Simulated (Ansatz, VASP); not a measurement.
# CdSe: VASP beside Ansatz

Aim: how closely do two programs agree when they are given the same cell, functional and k mesh?

Program: Ansatz 0.2.0. Level of theory: plane waves, with VASP 6.6.1 beside it; G0W0 gap at PBE. Results are calculated unless marked as measured.

## (1) Starting point

Symmetry: F-43m, No. 216, cubic system. The conventional cell has a = 6.050 Å, b = 6.050 Å, c = 6.050 Å, α = 90.00°, β = 90.00°, γ = 90.00°. Nearest to Cd lie 4 Se at 2.62 Å. Nearest to Se lie 4 Cd at 2.62 Å. Farther neighbours and most contacts between anions are not listed.

## (2) VASP: G0W0 gap, PBE

Quasiparticle shifts depend on high empty states and on the cores, so they are the hardest test of two PAW sets.

Lines of VASP's logs that name or quote its potential files are left out, and so is its time.

The run reads the wave functions of an earlier VASP run, which isn't shown here.

INCAR

```
SYSTEM = CdSe
PREC = Accurate
ENCUT = 300
ISMEAR = 0
SIGMA = 0.01
LREAL = .FALSE.
GGA = PE
NBANDS = 128
ALGO = EVGW0
NELMGW = 1
ENCUTGW = 100
NOMEGA = 48
PRECFOCK = Fast
NBANDSGW = 24
LWAVE = .FALSE.
LCHARG = .FALSE.
```

POSCAR

```
CdSe
1.0
    0.0000000000      3.0250000000      3.0250000000
    3.0250000000      0.0000000000      3.0250000000
    3.0250000000      3.0250000000      0.0000000000
Cd Se
1 1
Direct
    0.0000000000      0.0000000000      0.0000000000
    0.7500000000      0.7500000000      0.7500000000
```

KPOINTS

```
Automatic mesh
0
Gamma
4 4 4
0 0 0
```

Potentials, in the order of the species: Cd_GW and Se_GW (PBE family, release 64).

On the command line:

```
> mpirun -np 8 vasp_std
```

Numbers of over 12 decimals in the logs are rounded to 6 here.

What it wrote:

```text
[banner, memory and clock lines left out]
running    8 mpi-ranks, on    1 nodes
 distrk:  each k-point on    8 cores,    1 groups
 distr:  one band on    1 cores,    8 groups

 POSCAR found type information on POSCAR CdSe
 POSCAR found :  2 types and       2 ions
|                                                                             |
|           W    W    AA    RRRRR   N    N  II  N    N   GGGG   !!!           |
|           W    W   A  A   R    R  NN   N  II  NN   N  G    G  !!!           |
|           W    W  A    A  R    R  N N  N  II  N N  N  G       !!!           |
|           W WW W  AAAAAA  RRRRR   N  N N  II  N  N N  G  GGG   !            |
|           WW  WW  A    A  R   R   N   NN  II  N   NN  G    G                |
|           W    W  A    A  R    R  N    N  II  N    N   GGGG   !!!           |
|                                                                             |
|     For optimal performance we recommend to set                             |
|       NCORE = 2 up to number-of-cores-per-socket                            |
|     NCORE specifies how many cores store one orbital (NPAR=cpu/NCORE).      |
|     This setting can greatly improve the performance of VASP for DFT.       |
|     The default, NCORE=1 might be grossly inefficient on modern             |
|     multi-core architectures or massively parallel machines. Do your        |
|     Unfortunately you need to use the default for GW and RPA                |
|     calculations (for HF NCORE is supported but not extensively tested      |
|     yet).                                                                   |
|                                                                             |

|                                                                             |
|           W    W    AA    RRRRR   N    N  II  N    N   GGGG   !!!           |
|           W    W   A  A   R    R  NN   N  II  NN   N  G    G  !!!           |
|           W    W  A    A  R    R  N N  N  II  N N  N  G       !!!           |
|           W WW W  AAAAAA  RRRRR   N  N N  II  N  N N  G  GGG   !            |
|           WW  WW  A    A  R   R   N   NN  II  N   NN  G    G                |
|           W    W  A    A  R    R  N    N  II  N    N   GGGG   !!!           |
|                                                                             |
|     The default for ENCUTGWSOFT is different in this version of VASP.       |
|     please manually set ENCUTGWSOFT =100 in the INCAR file.                 |
|                                                                             |

 LDA part: xc-table for (Slater+PW92), standard interpolation
 found WAVECAR, reading the header
 POSCAR, INCAR and KPOINTS ok, starting setup
 FFT: planning ... GRIDC
 FFT: planning ... GRID_SOFT
 FFT: planning ... GRID
 reading WAVECAR
 the WAVECAR file was read successfully
 initial charge from wavefunction
 available memory per node:     92.26 GB, setting MAXMEM to     94476

 The Fermi energy was updated, please check that it is located mid-gap
 values below the HOMO (VB) or above the LUMO (CB) will cause erroneous energies
 E-fermi :   2.5964

 calculate exact exchange contribution
 the WAVEDER file was read successfully
energies w=
    0.000    0.000    0.271    0.000    0.540    0.000    0.808    0.000
    1.072    0.000    1.332    0.000    1.588    0.000    1.839    0.000
    2.085    0.000    2.327    0.000    2.565    0.000    2.798    0.000
    3.029    0.000    3.256    0.000    3.482    0.000    3.707    0.000
    3.932    0.000    4.157    0.000    4.384    0.000    4.615    0.000
    4.849    0.000    5.089    0.000    5.336    0.000    5.592    0.000
    5.858    0.000    6.137    0.000    6.432    0.000    6.746    0.000
    7.081    0.000    7.443    0.000    7.837    0.000    8.269    0.000
    8.749    0.000    9.286    0.000    9.894    0.000   10.592    0.000
   11.404    0.000   12.364    0.000   13.518    0.000   14.936    0.000
   16.722    0.000   19.045    0.000   22.185    0.000   26.661    0.000
   33.544    0.000   45.444    0.000   70.864    0.000  162.357    0.000
 responsefunction array rank=     144
 LDA part: xc-table for (Slater+PW92), standard interpolation

 min. memory requirement per mpi rank     96.1 MB, per node    768.7 MB

 allocating   6 responsefunctions rank=   144
 shmem allocating  48 responsefunctions rank=   144
 response function shared by NCSHMEM nodes    1
 Doing            6  frequencies on each core in blocks of           48
NQ=   1    0.0000    0.0000    0.0000,
|.........|.........|.........|.........|.........|.........|.........|.........
 performed        186000 updates of chi_q(r,r)
 total number of BLAS operations         27.96 Gflops
NQ=   2    0.2500    0.0000    0.0000,
|.........|.........|.........|.........|.........|.........|.........|.........
 performed        544000 updates of chi_q(r,r)
 total number of BLAS operations         77.90 Gflops
NQ=   3    0.5000    0.0000    0.0000,
|.........|.........|.........|.........|.........|.........|.........|.........
 performed        853000 updates of chi_q(r,r)
 total number of BLAS operations        113.52 Gflops
NQ=   4    0.2500    0.2500    0.0000,
|.........|.........|.........|.........|.........|.........|.........|.........
 performed       1211000 updates of chi_q(r,r)
 total number of BLAS operations        164.21 Gflops
NQ=   5    0.5000    0.2500    0.0000,
|.........|.........|.........|.........|.........|.........|.........|.........
 performed       1704000 updates of chi_q(r,r)
 total number of BLAS operations        224.91 Gflops
NQ=   6   -0.2500    0.2500    0.0000,
|.........|.........|.........|.........|.........|.........|.........|.........
 performed       2148000 updates of chi_q(r,r)
 total number of BLAS operations        280.45 Gflops
NQ=   7    0.5000    0.5000    0.0000,
|.........|.........|.........|.........|.........|.........|.........|.........
 performed       2420000 updates of chi_q(r,r)
 total number of BLAS operations        309.76 Gflops
NQ=   8   -0.2500    0.5000    0.2500,
|.........|.........|.........|.........|.........|.........|.........|.........
 performed       2765000 updates of chi_q(r,r)
 total number of BLAS operations        347.00 Gflops
 resolving degeneracies of screened two electron integrals

 calculate QP shifts <psi_nk| G(iteration)W_0 |psi_nk>: iteration 1
 entering main loop
```

Parts of OUTCAR (step 2):

```text
ion  position               nearest neighbor table
   1  0.000  0.000  0.000-   2 2.62   2 2.62   2 2.62   2 2.62
   2  0.750  0.750  0.750-   1 2.62   1 2.62   1 2.62   1 2.62

  LATTYP: Found a face centered cubic cell.
 ALAT       =     6.0500000000

 Subroutine GETGRP returns: Found 24 space group operations
 (whereof 24 operations were pure point group operations)

The static configuration has the point symmetry T_d .

 Found      8 irreducible k-points:

   k-points           NKPTS =      8   k-points in BZ     NKDIM =     64   number of bands    NBANDS=    128

   dimension x,y,z NGX =    24 NGY =   24 NGZ =   24
   dimension x,y,z NGXF=    48 NGYF=   48 NGZF=   48

   ENCUT  =  300.0 eV  22.05 Ry    4.70 a.u.   6.04  6.04  6.04*2*pi/ulx,y,z

   NELECT =      18.0000    total number of electrons

  energy-cutoff  :      300.00
  volume of cell :       55.36
      direct lattice vectors                 reciprocal lattice vectors
     0.000000000  3.025000000  3.025000000    -0.165289256  0.165289256  0.165289256
     3.025000000  0.000000000  3.025000000     0.165289256 -0.165289256  0.165289256
     3.025000000  3.025000000  0.000000000     0.165289256  0.165289256 -0.165289256

 k-points in reciprocal lattice and weights: Automatic mesh
   0.00000000  0.00000000  0.00000000       0.016
   0.25000000  0.00000000  0.00000000       0.125
   0.50000000  0.00000000  0.00000000       0.062
   0.25000000  0.25000000  0.00000000       0.094
   0.50000000  0.25000000  0.00000000       0.375
  -0.25000000  0.25000000  0.00000000       0.188
   0.50000000  0.50000000  0.00000000       0.047
  -0.25000000  0.50000000  0.25000000       0.094

 E-fermi :   2.5964

 QP shifts <psi_nk| G(iteration)W_0 |psi_nk>: iteration 1
 for sc-GW calculations column KS-energies equals QP-energies in previous step
 and V_xc(KS)=  KS-energies - (<T + V_ion + V_H > + <T+V_H+V_ion>^1  + <V_x>^1)
 k-point   1 :       0.0000    0.0000    0.0000
  band No.  KS-energies  QP-energies   sigma(KS)   V_xc(KS)     V^pw_x(r,r')   Z            occupation Imag(sigma)
    ...
      6      -5.3189      -7.1080     -18.0933     -15.4998     -23.1629       0.6899       2.0000       0.2715
      7       2.2906       1.7426     -13.4925     -12.7422     -15.3524       0.7304       2.0000       0.1516
      8       2.2906       1.7426     -13.4925     -12.7422     -15.3524       0.7304       2.0000       0.1516
      9       2.2906       1.7426     -13.4925     -12.7422     -15.3524       0.7304       2.0000       0.1516
     10       2.9022       3.0166      -9.5218      -9.6728      -5.8468       0.7576       0.0000      -0.0459
     11       8.2019       8.3664      -9.0686      -9.2894      -4.7075       0.7449       0.0000      -0.0801
     12       8.2019       8.3664      -9.0686      -9.2894      -4.7075       0.7449       0.0000      -0.0801
     13       8.2019       8.3664      -9.0686      -9.2894      -4.7075       0.7449       0.0000      -0.0801
    ...

 k-point   2 :       0.2500    0.0000    0.0000
  band No.  KS-energies  QP-energies   sigma(KS)   V_xc(KS)     V^pw_x(r,r')   Z            occupation Imag(sigma)
    ...
      6      -5.3165      -7.1069     -18.0927     -15.5011     -23.1683       0.6908       2.0000       0.2731
      7      -0.4257      -1.1089     -12.2880     -11.3270     -14.5048       0.7109       2.0000       0.1738
      8       1.8742       1.2919     -13.2162     -12.4161     -15.1394       0.7278       2.0000       0.1515
      9       1.8742       1.2919     -13.2162     -12.4161     -15.1394       0.7278       2.0000       0.1515
     10       4.5938       4.7531      -9.7892     -10.0008      -5.9640       0.7528       0.0000      -0.0516
     11       8.2539       8.3819      -9.2434      -9.4172      -4.8775       0.7362       0.0000      -0.0892
     12       8.7307       8.9048      -9.1304      -9.3658      -4.6627       0.7399       0.0000      -0.0888
     13       8.7307       8.9048      -9.1304      -9.3658      -4.6627       0.7399       0.0000      -0.0888
    ...

 k-point   3 :       0.5000    0.0000    0.0000
  band No.  KS-energies  QP-energies   sigma(KS)   V_xc(KS)     V^pw_x(r,r')   Z            occupation Imag(sigma)
    ...
      6      -5.0091      -6.7015     -17.9332     -15.4927     -23.0205       0.6935       2.0000       0.3135
      7      -2.2042      -2.9294     -11.4065     -10.3479     -14.3104       0.6850       2.0000       0.2596
      8       1.5156       0.9067     -13.0132     -12.1732     -15.0192       0.7248       2.0000       0.1532
      9       1.5156       0.9067     -13.0132     -12.1732     -15.0192       0.7248       2.0000       0.1532
     10       4.6777       4.8252      -9.4567      -9.6517      -5.4945       0.7567       0.0000      -0.0535
     11       8.7196       8.8422      -8.8990      -9.0643      -4.5062       0.7415       0.0000      -0.0912
     12       8.7196       8.8422      -8.8990      -9.0643      -4.5062       0.7415       0.0000      -0.0912
     13       9.7283       9.7583      -8.7619      -8.8038      -4.0016       0.7174       0.0000      -0.1603
    ...

 k-point   4 :       0.2500    0.2500    0.0000
  band No.  KS-energies  QP-energies   sigma(KS)   V_xc(KS)     V^pw_x(r,r')   Z            occupation Imag(sigma)
    ...
      6      -5.2881      -7.0806     -18.1308     -15.5380     -23.2086       0.6914       2.0000       0.2716
      7      -0.3087      -0.9739     -12.5904     -11.6586     -14.7336       0.7139       2.0000       0.1732
      8       1.2222       0.5901     -12.7609     -11.8858     -14.7941       0.7223       2.0000       0.1531
      9       1.2222       0.5901     -12.7609     -11.8858     -14.7941       0.7223       2.0000       0.1531
     10       5.6056       5.7744      -9.9650     -10.1914      -6.1123       0.7458       0.0000      -0.0593
     11       6.4778       6.5539      -8.9006      -9.0019      -4.7707       0.7518       0.0000      -0.0678
     12       9.9451      10.1638      -9.4874      -9.7891      -4.7332       0.7246       0.0000      -0.1276
     13       9.9451      10.1638      -9.4874      -9.7891      -4.7332       0.7246       0.0000      -0.1276
    ...

[... 4 further parts left out ...]
```

(Part 1 of 2 ends here.)

[Lines on the potential files, build, host, timing and source positions are cut from VASP's logs without a mark.]

[Logs are printed without paths, hosts, clocks, repeated set-up lines and the standing remarks that a program may print on its own settings, such as how far it seeks lower states.]

[Hosts, paths, dates, database ids (printed as entryN), source tags and the programs' standing remarks are cut or masked in the printed files.]
